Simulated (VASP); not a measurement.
# N (P6_3/mmc) in VASP: further runs

Runs on N. Level: PBE. Tasks: single point.

Everything below comes from runs of VASP 6.6.1. Logs are shortened: lines on timing, memory, paths and dates and some standing lists are left out, and cuts for length are marked.

**1. Starting point**

Symmetry: P6_3/mmc, No. 194, hexagonal system. The conventional cell has a = 2.519 Å, b = 2.519 Å, c = 2.446 Å, α = 90.00°, β = 90.00°, γ = 120.00°. N (site symmetry -6m2) is surrounded by 6 N at 1.90 Å.

The real solid is made of molecules; this cell is a model form.

**2. Single point, PBE**

The input, INCAR:

```
SYSTEM = N
ALGO     = Normal         ! electronic algorithm
EDIFF    = 1E-6           ! SCF threshold, eV
ENCUT    = 450            ! plane-wave cutoff, eV
GGA      = PE             ! functional
ISIF     = 2              ! what is computed and relaxed
ISMEAR   = 0              ! smearing method
LASPH    = .True.         ! aspherical terms in the spheres
LCHARG   = .True.         ! write CHGCAR
LELF     = .True.         ! ELF
LREAL    = .False.        ! projectors in reciprocal space
LVHAR    = .True.       
LWAVE    = .False.        ! write WAVECAR
NELM     = 60             ! most SCF steps
PREC     = Accurate       ! precision mode
SIGMA    = 0.02           ! smearing width, eV
```

The input, KPOINTS:

```
k-points
0
Gamma
  6 6 5
  0 0 0
```

The input, POSCAR:

```
N
1.0
    2.5194737886      0.0000000000      0.0000000000
   -1.2597368943      2.1819283051      0.0000000000
    0.0000000000      0.0000000000      2.4460020000
N
2
Direct
    0.3333333333      0.6666666667      0.7500000000
    0.6666666667      0.3333333333      0.2500000000
```

Potentials or basis: VASP PAW PBE potentials, release 64 (N_GW).

Started as:

```
cat potpaw_PBE.64/N_GW/POTCAR > POTCAR
mpirun -np 1 vasp_std > vasp.out
```

OUTCAR:

```text
SYSTEM = N
   EDIFF = 1E-6
   ENCUT = 450
   GGA = PE
   ISIF = 2
   ISMEAR = 0
   LASPH = .True.
   LREAL = .False.
   NELM = 60
   PREC = Accurate

 ion  position               nearest neighbor table
   1  0.333  0.667  0.750-
   2  0.667  0.333  0.250-

  LATTYP: Found a hexagonal cell.
 ALAT       =     2.5194737886
 C/A-ratio  =     0.9708384390

  Lattice vectors:

 A1 = (   2.5194737886,   0.0000000000,   0.0000000000)
 A2 = (  -1.2597368943,   2.1819283051,   0.0000000000)
 A3 = (   0.0000000000,   0.0000000000,   2.4460020000)

Analysis of symmetry for initial positions (statically):
=====================================================================
 Subroutine PRICEL returns:
 Original cell was already a primitive cell.

 Routine SETGRP: Setting up the symmetry group for a
 hexagonal supercell.

 Subroutine GETGRP returns: Found 24 space group operations
 (whereof 12 operations were pure point group operations)
 out of a pool of 24 trial point group operations.

The static configuration has the point symmetry D_3d.
 The point group associated with its full space group is D_6h.

Analysis of symmetry for dynamics (positions and initial velocities):
=====================================================================
 Subroutine PRICEL returns:
 Original cell was already a primitive cell.

 Routine SETGRP: Setting up the symmetry group for a
 hexagonal supercell.

 Subroutine GETGRP returns: Found 24 space group operations
 (whereof 12 operations were pure point group operations)
 out of a pool of 24 trial point group operations.

The dynamic configuration has the point symmetry D_3d.
 The point group associated with its full space group is D_6h.

 Subroutine INISYM returns: Found 24 space group operations
 (whereof 12 operations are pure point group operations),
 and found     1 'primitive' translations

----------------------------------------------------------------------------------------

                                     Primitive cell

  volume of cell :      13.4464

  direct lattice vectors                    reciprocal lattice vectors
     2.519473789  0.000000000  0.000000000     0.396908277  0.229155100  0.000000000
    -1.259736894  2.181928305  0.000000000     0.000000000  0.458310201  0.000000000
     0.000000000  0.000000000  2.446002000     0.000000000  0.000000000  0.408830410

  length of vectors
     2.519473789  2.519473789  2.446002000     0.458310201  0.458310201  0.408830410

  position of ions in fractional coordinates (direct lattice)
     0.333333333  0.666666667  0.750000000
     0.666666667  0.333333333  0.250000000

  ion indices of the primitive-cell ions
   primitive index   ion index
                 1           1
                 2           2

----------------------------------------------------------------------------------------

 KPOINTS: k-points

Automatic generation of k-mesh.
 Grid dimensions read from file:
 generate k-points for:    6    6    5

 Generating k-lattice:

  Cartesian coordinates                     Fractional coordinates (reciprocal lattice)
     0.066151379  0.038192517  0.000000000     0.166666667  0.000000000  0.000000000
     0.000000000  0.076385033  0.000000000     0.000000000  0.166666667  0.000000000
     0.000000000  0.000000000  0.081766082     0.000000000  0.000000000  0.200000000

  Length of vectors
     0.076385033  0.076385033  0.081766082

  Shift w.r.t. Gamma in fractional coordinates (k-lattice)
     0.000000000  0.000000000  0.000000000

 Subroutine IBZKPT returns following result:
 ===========================================

 Found     21 irreducible k-points:

 Following reciprocal coordinates:
            Coordinates               Weight
  0.000000  0.000000  0.000000      1.000000
  0.166667  0.000000  0.000000      6.000000
  0.333333 -0.000000  0.000000      6.000000
  0.500000 -0.000000  0.000000      3.000000
  0.166667  0.166667  0.000000      6.000000
  0.333333  0.166667  0.000000     12.000000
[... 13 lines left out ...]
  0.333333  0.166667  0.400000     24.000000
  0.333333  0.333333  0.400000      4.000000
   k-points           NKPTS =     21   k-points in BZ     NKDIM =     21   number of bands    NBANDS=      9
   number of dos      NEDOS =    301   number of ions     NIONS =      2
   total plane-waves  NPLWV =   5832
   dimension x,y,z NGX =    18 NGY =   18 NGZ =   18
   dimension x,y,z NGXF=    36 NGYF=   36 NGZF=   36
   ions per type =               2
   NGX,Y,Z   is equivalent  to a cutoff of  11.88, 11.88, 12.23 a.u.
   NGXF,Y,Z  is equivalent  to a cutoff of  23.75, 23.75, 24.47 a.u.
 SYSTEM =  N
   PREC   = accura    normal or accurate (medium, high low for compatibility)
   ISTART =      0    job   : 0-new  1-cont  2-samecut
   ICHARG =      2    charge: 1-file 2-atom 10-const
   ISPIN  =      1    spin polarized calculation?
   LNONCOLLINEAR =      F non collinear calculations
   LSORBIT =      F    spin-orbit coupling
   LASPH  =      T    aspherical Exc in radial PAW
   ENCUT  =  450.0 eV  33.07 Ry    5.75 a.u.   4.36  4.36  4.23*2*pi/ulx,y,z
   NELM   =     60;   NELMIN=  2; NELMDL= -5     # of ELM steps
   EDIFF  = 0.1E-05   stopping-criterion for ELM
   LREAL  =      F    real-space projection
   EDIFFG = 0.1E-04   stopping-criterion for IOM
   NSW    =      0    number of steps for IOM
   IBRION =     -1    ionic relax: 0-MD 1-quasi-New 2-CG
   NFREE  =      0    steps in history (QN), initial steepest desc. (CG)
   ISIF   =      2    stress and relaxation
   ISYM   =      2    0-nonsym 1-usesym 2-fastsym
   POTIM  = 0.5000    time-step for ionic-motion
   TEBEG  =    0.0;   TEEND  =   0.0 temperature during run
   PSTRESS=    0.0 pullay stress
   NELECT =      10.0000    total number of electrons
   NUPDOWN=      -1.0000    fix difference up-down
   EMIN   =  10.00;   EMAX   =-10.00  energy-range for DOS
   EFERMI =   0.00;   METHOD = LEGACY
   ISMEAR =     0;   SIGMA  =   0.02  broadening in eV -4-tet -1-fermi 0-gaus
   EFERMI_NEDOS =   21; number of points for ismear=-14 and -15
   IALGO  =     38    algorithm
   IMIX   =      4    mixing-type and parameters
     AMIX     =   0.40;   BMIX     =  1.00
     AMIX_MAG =   1.60;   BMIX_MAG =  1.00
  volume/ion in A,a.u.               =       6.72        45.37
  Fermi-wavevector in a.u.,A,eV,Ry     =   1.483221  2.802881 29.932052  2.199944
  Thomas-Fermi vector in A             =   2.596909
   LORBIT       =      0    0 simple, 1 ext, 2 COOP (PROOUT), +10 PAW based schemes
   GGA     = PE    functional components
   LHFCALC =     F    Hartree Fock is set to
   AEXX    =    0.0000 exact exchange contribution
   IVDW    =     0    specifies the selected vdW correction
   LEPSILON=     F    determine dielectric tensor
   LRPA    =     F    only Hartree local field effects (RPA)
 non-spin polarized calculation
 Gauss-broadening in eV      SIGMA  =   0.02
  energy-cutoff  :      450.00
  volume of cell :       13.45
 maximum number of plane-waves:       315
 NGX is ok and might be reduce to    18
   NGX =  9   NGY =  9   NGZ =  9

 number of electron      10.0000000 magnetization

 number of electron       9.9999997 magnetization

 Free energy of the ion-electron system (eV)
  ---------------------------------------------------
  ext. energy  EPLUGINS =         0.00000000
  ---------------------------------------------------
  free energy    TOTEN  =        -9.47286041 eV

  energy without entropy =       -9.47260966  energy(sigma->0) =       -9.47273503

 E-fermi :   7.0942     XC(G=0): -13.0408

 val. band max:        7.0942343879   @ k =   0.3333   0.3333   0.0000
 cond. band min:       7.0942343905   @ k =   0.3333   0.3333   0.0000
 fundamental gap:      0.0000000025
 Fermi energy:         7.0942343892

 k-point     1 :       0.0000    0.0000    0.0000
  band No.  band energies     occupation
      1     -15.0640      2.00000
      2       1.2414      2.00000
      3       2.1981      2.00000
      4       4.6394      2.00000
      5       4.6394      2.00000
      6       9.8238      0.00000
      7       9.8238      0.00000
      8      13.1354      0.00000
      9      21.5965      0.00000

 k-point     2 :       0.1667    0.0000    0.0000
  band No.  band energies     occupation
      1     -14.3988      2.00000
      2      -0.6865      2.00000
      3       2.7387      2.00000
      4       3.7572      2.00000
      5       4.7612      2.00000
      6       9.6182      0.00000
      7      10.6612      0.00000
      8      12.2969      0.00000
      9      22.9100      0.00000

 k-point     3 :       0.3333   -0.0000    0.0000
  band No.  band energies     occupation
      1     -12.4940      2.00000
      2      -4.6015      2.00000
      3       2.5067      2.00000
      4       4.2015      2.00000
      5       4.7954      2.00000
      6       9.5566      0.00000
      7      10.2680      0.00000
      8      11.7263      0.00000
      9      21.7745      0.00000

 k-point     4 :       0.5000   -0.0000    0.0000
  band No.  band energies     occupation
      1     -10.4563      2.00000
      2      -7.4905      2.00000
      3       2.0120      2.00000
      4       4.7401      2.00000
      5       5.4903      2.00000
      6       8.7104      0.00000
      7       9.7134      0.00000
      8      12.0873      0.00000
      9      20.6865      0.00000
[... 169 lines left out ...]
 k-point    19 :       0.1667    0.1667    0.4000
  band No.  band energies     occupation
      1     -10.0120      2.00000
      2      -6.4533      2.00000
      3       0.7615      2.00000
      4       3.3993      2.00000
      5       4.7743      2.00000
      6       7.4436      0.00000
      7      10.8863      0.00000
      8      11.9438      0.00000
      9      25.1644      0.00000

 k-point    20 :       0.3333    0.1667    0.4000
  band No.  band energies     occupation
      1      -7.8988      2.00000
      2      -5.3806      2.00000
      3      -1.5925      2.00000
      4       0.7297      2.00000
      5       3.1295      2.00000
      6       6.4444      2.00000
      7      11.5199      0.00000
      8      12.5610      0.00000
      9      25.6871      0.00000

 k-point    21 :       0.3333    0.3333    0.4000
  band No.  band energies     occupation
      1      -6.0847      2.00000
      2      -6.0847      2.00000
      3      -0.6667      2.00000
      4      -0.6667      2.00000
      5       1.4100      2.00000
      6       5.1554      2.00000
      7      12.8213      0.00000
      8      12.8213      0.00000
      9      26.4749      0.00000

------------------------ aborting loop because EDIFF is reached ----------------------------------------

  FORCE on cell =-STRESS in cart. coord.  units (eV):
  Direction    XX          YY          ZZ          XY          YZ          ZX
  --------------------------------------------------------------------------------------
  -------------------------------------------------------------------------------------
  Total        0.4491209      0.4491209      0.2511720      0.0000000      0.0000000      0.0000000
  in kB       53.5139169     53.5139169     29.9277968      0.0000000      0.0000000      0.0000000
  external PRESSURE =      45.6518769 kB  Pullay stress =       0.0000000 kB

 VOLUME and BASIS-vectors are now :
 -----------------------------------------------------------------------------
  energy-cutoff  :      450.00
  volume of cell :       13.45
      direct lattice vectors                 reciprocal lattice vectors
     2.519473789  0.000000000  0.000000000     0.396908277  0.229155100  0.000000000
    -1.259736894  2.181928305  0.000000000     0.000000000  0.458310201  0.000000000
     0.000000000  0.000000000  2.446002000     0.000000000  0.000000000  0.408830410

 POSITION                                       TOTAL-FORCE (eV/Angst)
 -----------------------------------------------------------------------------------
     -0.00000      1.45462      1.83450         0.000000     -0.000000      0.000000
      1.25974      0.72731      0.61150        -0.000000      0.000000      0.000000
 -----------------------------------------------------------------------------------
    total drift:                               -0.000000      0.000000      0.000000

  FREE ENERGIE OF THE ION-ELECTRON SYSTEM (eV)
  ---------------------------------------------------
  free  energy   TOTEN  =        -9.4728604094 eV

  energy  without entropy=       -9.4726096585  energy(sigma->0) =       -9.47273503
```

Run time: 2.1 s. Hardware: 1 thread of AMD EPYC 9R45 (Zen 5), shared host; peak memory 0.07 GiB.

What came out:

```yaml
Free_energy: -9.4729 eV
Band_gap_on_the_k_mesh: none (metal or under the smearing width)
```

Levels at points of the mesh, in eV from the Fermi level:
```csv
k point,band 2,band 3,band 4,band 5,band 6,band 7,band 8,band 9
"(0.00, 0.00, 0.00)",-5.85,-4.90,-2.45,-2.45,2.73,2.73,6.04,14.50
"(0.50, 0.00, 0.00)",-14.58,-5.08,-2.35,-1.60,1.62,2.62,4.99,13.59
```

Caveat: the k mesh is coarse (spacing up to 0.51 Å⁻¹), so the values aren't converged; the cutoff is under 1.25 times the usual one of these potentials, so pressure, stress and relaxed cells hold a basis-set (Pulay) error.

**3. Single point, PBE**

The input, INCAR:

```
ALGO     = Normal         # electronic algorithm
EDIFF    = 1E-7           # SCF threshold, eV
ENCUT    = 500            # plane-wave cutoff, eV
GGA      = PE             # functional
ISIF     = 2              # what is computed and relaxed
ISMEAR   = 0              # smearing method
LASPH    = True           # aspherical terms in the spheres
LCHARG   = False          # write CHGCAR
LREAL    = False          # projectors in reciprocal space
LWAVE    = False          # write WAVECAR
NBANDS   = 12             # bands
NELM     = 60             # most SCF steps
PREC     = Accurate       # precision mode
SIGMA    = 0.02           # smearing width, eV
```

The input, KPOINTS:

```
k-points
0
Gamma
  8 8 7
```

POSCAR is that of step 2.

Potentials or basis: VASP PAW PBE potentials, release 64 (N_GW).

Started as:

```
cat potpaw_PBE.64/N_GW/POTCAR > POTCAR
mpirun -np 1 vasp_std > vasp.out
```

OUTCAR:

```text
EDIFF = 1E-7
   ENCUT = 500
   GGA = PE
   ISIF = 2
   ISMEAR = 0
   LASPH = True
   LREAL = False
   NELM = 60
   PREC = Accurate

 ion  position               nearest neighbor table
   1  0.333  0.667  0.750-
   2  0.667  0.333  0.250-

  LATTYP: Found a hexagonal cell.
 ALAT       =     2.5194737886
 C/A-ratio  =     0.9708384390

  Lattice vectors:

[... 802 lines left out ...]
     11      36.9296      0.00000
     12      38.2834      0.00000

------------------------ aborting loop because EDIFF is reached ----------------------------------------

  FORCE on cell =-STRESS in cart. coord.  units (eV):
  Direction    XX          YY          ZZ          XY          YZ          ZX
  --------------------------------------------------------------------------------------
  -------------------------------------------------------------------------------------
  Total        1.0038843      1.0038843     -0.2392320      0.0000000      0.0000000      0.0000000
  in kB      119.6154108    119.6154108    -28.5051145      0.0000000      0.0000000      0.0000000
  external PRESSURE =      70.2419024 kB  Pullay stress =       0.0000000 kB

 VOLUME and BASIS-vectors are now :
 -----------------------------------------------------------------------------
  energy-cutoff  :      500.00
  volume of cell :       13.45
      direct lattice vectors                 reciprocal lattice vectors
     2.519473789  0.000000000  0.000000000     0.396908277  0.229155100  0.000000000
    -1.259736894  2.181928305  0.000000000     0.000000000  0.458310201  0.000000000
     0.000000000  0.000000000  2.446002000     0.000000000  0.000000000  0.408830410

 POSITION                                       TOTAL-FORCE (eV/Angst)
 -----------------------------------------------------------------------------------
     -0.00000      1.45462      1.83450         0.000000     -0.000000      0.000000
      1.25974      0.72731      0.61150        -0.000000      0.000000      0.000000
 -----------------------------------------------------------------------------------
    total drift:                               -0.000000      0.000000      0.000000

  FREE ENERGIE OF THE ION-ELECTRON SYSTEM (eV)
  ---------------------------------------------------
  free  energy   TOTEN  =        -9.4450187076 eV

  energy  without entropy=       -9.4448288632  energy(sigma->0) =       -9.44492379
```

OSZICAR:

```text
N       E                     dE             d eps       ncg     rms          rms(c)
DAV:   1     0.492672909973E+02    0.49267E+02   -0.57621E+03   976   0.815E+02
DAV:   2    -0.767666728889E+01   -0.56944E+02   -0.53018E+02  1088   0.257E+02
DAV:   3    -0.942684687764E+01   -0.17502E+01   -0.17229E+01  1240   0.387E+01
DAV:   4    -0.943607105157E+01   -0.92242E-02   -0.92228E-02  1060   0.321E+00
DAV:   5    -0.943612613508E+01   -0.55084E-04   -0.55084E-04  1220   0.248E-01    0.127E+00
DAV:   6    -0.944009028049E+01   -0.39641E-02   -0.26363E-03  1108   0.463E-01    0.788E-01
DAV:   7    -0.944494447067E+01   -0.48542E-02   -0.61800E-03  1068   0.706E-01    0.563E-02
DAV:   8    -0.944500935824E+01   -0.64888E-04   -0.64029E-05  1168   0.107E-01    0.158E-02
DAV:   9    -0.944501811344E+01   -0.87552E-05   -0.78344E-06  1108   0.336E-02    0.497E-03
DAV:  10    -0.944501870281E+01   -0.58937E-06   -0.16026E-06  1152   0.140E-02    0.119E-03
DAV:  11    -0.944501870758E+01   -0.47714E-08   -0.29717E-08   792   0.253E-03
   1 F= -.94450187E+01 E0= -.94449238E+01  d E =-.189844E-03
```

stdout:

```text
POSCAR found type information on POSCAR N
 POSCAR found :  1 types and       2 ions
 scaLAPACK will be used
 LDA part: xc-table for (Slater+PW92), standard interpolation
 POSCAR, INCAR and KPOINTS ok, starting setup
 FFT: planning ... GRIDC
 FFT: planning ... GRID_SOFT
 FFT: planning ... GRID
 WAVECAR not read
 entering main loop
```

Run time: 3.5 s. Hardware: 1 thread of AMD EPYC 9R45 (Zen 5), shared host; peak memory 0.08 GiB.

What came out:

* Free energy: -9.4450 eV
* Pressure: 7.0 GPa
* Band gap on the k mesh: none (metal or under the smearing width)

Stress tensor (GPa, compression positive):
```
11.96  0.00  0.00
 0.00 11.96  0.00
 0.00  0.00 -2.85
```

Caveat: the k mesh is coarse (spacing up to 0.37 Å⁻¹), so the values aren't converged; the cutoff is under 1.25 times the usual one of these potentials, so pressure, stress and relaxed cells hold a basis-set (Pulay) error.
